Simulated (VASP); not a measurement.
Wanted: the native input for a VASP 6.6.1 run.

```yaml
Task: single point
Functional: PBE
Potentials_or_basis: VASP PAW PBE potentials, release 64 (Zn, S)
Cutoff: 520 eV
k_mesh: 8 × 8 × 3
Occupations: gaussian, width 0.015 eV
Spin: no spin polarisation
Further_INCAR_settings: ALGO = Normal; EDIFF = 1e-06
```

The structure of ZnS (Wurtzite-4H) lies in POSCAR:

```
ZnS
1.0
    3.8227000000      0.0000000000      0.0000000000
   -1.9113500000      3.3105553110      0.0000000000
    0.0000000000      0.0000000000     12.5200000000
Zn S
4 4
Direct
    0.6666666667      0.3333333333      0.7500000000
    0.3333333333      0.6666666667      0.2500000000
    0.0000000000      0.0000000000      0.5000000000
    0.0000000000      0.0000000000      0.0000000000
    0.6666666667      0.3333333333      0.9375000000
    0.3333333333      0.6666666667      0.4375000000
    0.0000000000      0.0000000000      0.6875000000
    0.0000000000      0.0000000000      0.1875000000
```

The input as run:

INCAR

```
SYSTEM = ZnS
  ALGO = Normal
  EDIFF = 1E-6
  ENCUT = 520
  GGA = PE
  ISIF = 2
  ISMEAR = 0
  LASPH = .True.
  LCHARG = .True.
  LELF = .True.
  LREAL = .False.
  LVHAR = .True.
  LWAVE = .False.
  NELM = 60
  PREC = Accurate
  SIGMA = 0.015
```

KPOINTS

```
k-points
0
Gamma
  8 8 3
  0 0 0
```

Potentials or basis: VASP PAW PBE potentials, release 64 (Zn, S).

Run with:

```console
$ cat potpaw_PBE.64/Zn/POTCAR potpaw_PBE.64/S/POTCAR > POTCAR
$ mpirun -np 1 vasp_std > vasp.out
```

It gave:

```
Pressure               : 1.5 GPa
Largest force          : 0.043 eV/Å
Band gap on the k mesh : 2.13 eV, direct
```

Caveat: an odd mesh through Γ misses points on the zone boundary, where band edges often lie.

Wall time 82 s on 1 thread of Intel(R) Xeon(R) 6975P-C (Granite Rapids) (shared host), peak memory 0.31 GiB.
